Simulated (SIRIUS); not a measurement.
The system is ZrB2.

```
Zr B
1.0
     3.17000    0.00000    0.00000
    -1.58500    2.74530    0.00000
     0.00000    0.00000    3.53300
Zr B
1 2
Cartesian
  0.0000 0.0000 0.0000
  1.5850 0.9151 1.7665
  0.0000 1.8302 1.7665
```

Base run:

```yaml
Program: SIRIUS 7.10.0
Functional: PBE
Potentials_or_basis: PseudoDojo 0.4.1 PBE standard (scalar relativistic)
Cutoff: 1054 eV
Density_cutoff: 4214 eV
k_mesh: 10 × 10 × 8
Occupations: fermi-dirac, width 0.05 eV
Spin: no spin polarisation
Hubbard_terms: Zr d U = 6 eV
```

Its results: band gap on the k mesh none (metal or under the smearing width); pressure 6.5 GPa.

**Question.** After a change of settings the same cell gave: band gap on the k mesh none (metal or under the smearing width); pressure 4.4 GPa. Which change was it?
A. hubbard terms from Zr d U = 6 eV to none; hubbard projectors from orthogonalised atomic orbitals to none; start of the occupations from the program's own to none
B. hubbard terms from Zr d U = 6 eV to Zr d U = 4 eV
C. hubbard terms from Zr d U = 6 eV to Zr d U = 2 eV

**Answer.** B.

Caveats: U without spin polarisation on a metal has little footing; the U is typed as a test and isn't derived for this compound.
